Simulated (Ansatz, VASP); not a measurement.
# Two plane-wave programs on SbSe2

INCAR

```
SYSTEM = SbSe2
  ALGO = Normal
  EDIFF = 1E-6
  EDIFFG = -0.04
  ENCUT = 600
  GGA = PE
  IBRION = 2
  ISIF = 3
  ISMEAR = 0
  LASPH = .True.
  LCHARG = .False.
  LREAL = .False.
  LWAVE = .False.
  NELM = 100
  NSW = 90
  PREC = Accurate
  SIGMA = 0.1
```

KPOINTS

```
k-points
0
Gamma
  4 4 4
  0 0 0
```

Contents of POSCAR:

```
SbSe2
1.0
    0.0000000000      3.6425272200      3.6425272200
    3.6425272200      0.0000000000      3.6425272200
    3.6425272200      3.6425272200      0.0000000000
Sb Se
1 2
Direct
    0.5000000000      0.5000000000      0.5000000000
    0.0000000000      0.0000000000      0.0000000000
    0.7500000000      0.7500000000      0.7500000000
```

Input for Ansatz:

```yaml
crystal:
  lattice:
    - [0.0, 3.64252722, 3.64252722]
    - [3.64252722, 0.0, 3.64252722]
    - [3.64252722, 3.64252722, 0.0]
  atoms:
    - { symbol: Sb, position: [0.5, 0.5, 0.5] }
    - { symbol: Se, position: [0.0, 0.0, 0.0] }
    - { symbol: Se, position: [0.75, 0.75, 0.75] }
basis:
  ecutwfc: 420
kpoints:
  mp_grid: { grid: [4, 4, 4] }
hamiltonian:
  xc: pbe
scf:
  occupations: { method: gaussian, width: 0.1 }
  lower_state_search: "off"
output:
  forces: true
  stress: true
  eigenvalues: true
relax:
  adjacent_minimum: "off"
  f_tol: 0.04
  max_steps: 70
  cell: { stress_tol: 0.4 }
```

Alike in both runs: task relaxation of cell and atoms; functional PBE; k mesh 4 × 4 × 4; occupations gaussian, width 0.1 eV; no spin polarisation.

|  | VASP | Ansatz |
| --- | --- | --- |
| version | VASP 6.6.1 | Ansatz 0.2.0 |
| potentials or method | VASP PAW PBE potentials, release 64 (Sb, Se) | scalar-relativistic, plane waves, PAW |
| plane-wave cutoff (eV) | 600 | 420 |
| valence electrons in the cell | 17 | 47 |

|  | VASP | Ansatz | Ansatz less VASP |
| --- | --- | --- | --- |
| gap on the k mesh at the Fermi level, each at its own relaxed structure (eV) | none | none | - |
| relaxed volume (Å³/atom) | 26.67 | 26.80 | +0.128 |
| relaxed cell length with the largest relative difference (Å) | 4.837 | 4.845 | +0.0077 |
| energy change over the relaxation (meV/atom) | -127 | -125 | +2.4 |

A gap of «none» marks a metal or a gap that the smearing closes. The two sets of potentials don't hold the same shells in valence.

Caveats: the k mesh is coarse (spacing up to 0.37 Å⁻¹), so the values aren't converged; the volume moved by over 15 % at a fixed basis, so the end points are rough (VASP). The runs have no spin-orbit coupling, so splittings on Sb are missing.
